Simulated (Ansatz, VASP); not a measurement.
## NaF in VASP and in Ansatz

```
CELL_PARAMETERS angstrom
0.00000 2.35050 2.35050
2.35050 0.00000 2.35050
2.35050 2.35050 0.00000
ATOMIC_POSITIONS crystal
Na 0.50000 0.50000 0.50000
F 0.00000 0.00000 0.00000
```

Alike in both runs: functional PBE; k mesh 8 × 8 × 8; occupations gaussian, width 0.02 eV; no spin polarisation.

Ansatz relaxed the structure, and its values are those at the end. VASP's run is a single point on that final structure, the one shown.

|  | VASP | Ansatz |
| --- | --- | --- |
| version | VASP 6.6.1 | Ansatz 0.2.0 |
| potentials or method | VASP PAW PBE potentials, release 64 (Na_pv, F) | scalar-relativistic, plane waves, PAW |
| plane-wave cutoff (eV) | 520 | 420 |
| valence electrons in the cell | 14 | 16 |

VASP gave:

- gap on the k mesh at the Fermi level (eV): 6.07
- least direct gap on the mesh (eV): 6.07
- pressure (GPa): -0.2

Q: Estimate Ansatz's values.

A: gap on the k mesh at the Fermi level (eV): 6.09; least direct gap on the mesh (eV): 6.09; pressure (GPa): 0.0.

The two sets of potentials don't hold the same shells in valence.

Expect the measured gap to be larger: semilocal functionals such as PBE lack the derivative discontinuity.
